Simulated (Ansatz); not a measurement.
## Fe$_{3}$Pt$_{2}$ (R-3m) at 3 levels of theory

One geometry, relaxed with PBE; plane waves with PAW potentials in Ansatz, scalar-relativistic unless the row names spin-orbit coupling. Collinear spin, ending at 9.4 μB a primitive cell. Gaps are the least over mesh and band path; pressure is positive in compression.

```cif
data_structure
_symmetry_space_group_name_H-M 'P 1'
_symmetry_Int_Tables_number 1
_cell_length_a 5.0093
_cell_length_b 5.0093
_cell_length_c 5.0093
_cell_angle_alpha 50.566
_cell_angle_beta 50.566
_cell_angle_gamma 50.566
_cell_volume 69.10
loop_
_atom_site_label
_atom_site_type_symbol
_atom_site_fract_x
_atom_site_fract_y
_atom_site_fract_z
_atom_site_occupancy
Fe1 Fe 0.00000 0.00000 0.00000 1
Fe2 Fe 0.40613 0.40613 0.40613 1
Fe3 Fe 0.59387 0.59387 0.59387 1
Pt1 Pt 0.78696 0.78696 0.78696 1
Pt2 Pt 0.21304 0.21304 0.21304 1
```

| level | cutoff (eV) | k mesh | gap (eV) | pressure (GPa) | largest moment (μB) |
| --- | --- | --- | --- | --- | --- |
| PBE | 420 | 12×12×12 | 0 | 0.0 | 2.90 |

Question: What comes out on the same cell with r2SCAN, PBE with spin-orbit coupling?

Answer:
```csv
level,cutoff (eV),k mesh,gap (eV),pressure (GPa),largest moment (μB)
r2SCAN,500,12×12×12,0,-2.6,3.15
PBE with spin-orbit coupling,420,12×12×12,0,-0.5,2.77
```

The state reached may not be the lowest one. Spin-orbit coupling matters for the bands of heavy elements and enters only rows that name it.

It was reached by relaxing an invented guess, and it needn't be the stable form of this composition.
